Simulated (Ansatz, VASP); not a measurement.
## Two plane-wave programs on Lu

File INCAR:

```
SYSTEM = Lu
ALGO = Normal ; EDIFF = 1E-6
ENCUT = 520 ; GGA = RP
ISIF = 2 ; ISMEAR = -1
LASPH = .TRUE. ; LCHARG = .FALSE.
LREAL = .FALSE. ; LWAVE = .FALSE.
NBANDS = 18 ; NELM = 100
PREC = Accurate ; SIGMA = 0.1
```

File KPOINTS:

```
k-points
0
G
  13 13 13
  0 0 0
```

POSCAR

```
Lu
1.0
   -1.8992837057      1.8992837057      1.8992837057
    1.8992837057     -1.8992837057      1.8992837057
    1.8992837057      1.8992837057     -1.8992837057
Lu
1
Direct
    0.0000000000      0.0000000000      0.0000000000
```

Input for Ansatz:

```yaml
crystal:
  lattice:
    - [-1.8992837057, 1.8992837057, 1.8992837057]
    - [1.8992837057, -1.8992837057, 1.8992837057]
    - [1.8992837057, 1.8992837057, -1.8992837057]
  atoms:
    - { symbol: Lu, position: [0.0, 0.0, 0.0] }
hamiltonian:
  xc: rpbe
  pseudopotentials:
    kind: paw
    azcp:
      Lu: "pseudopotentials/Lu.paw.azcp"
basis:
  ecutwfc: 420
  fft_grid_basis: typed
kpoints:
  mp_grid: { grid: [13, 13, 13], shift: [0, 0, 0] }
magnetization:
  spin_polarized: false
scf:
  occupations: { method: fermi_dirac, width: 0.1 }
  lower_state_search: "off"
output:
  stress: true
```

Alike in both runs: task single point; functional RPBE; k mesh 13 × 13 × 13; occupations fermi-dirac, width 0.1 eV; no spin polarisation.

|  | VASP | Ansatz |
| --- | --- | --- |
| version | VASP 6.6.1 | Ansatz 0.2.0 |
| potentials or method | VASP PAW PBE potentials, release 64 (Lu) | plane waves (420 eV) with PAW, scalar-relativistic |
| plane-wave cutoff (eV) | 520 | 420 |
| valence electrons in the cell | 25 | 25 |

Ansatz gave:

```
pressure (GPa) : 6.2
```

Estimate VASP's values.

pressure (GPa): 6.4.

Caveats: the PAW data sets were made with another functional, which shifts forces and pressure a little (VASP). Spin-orbit coupling is left out, which matters for the levels of Lu.
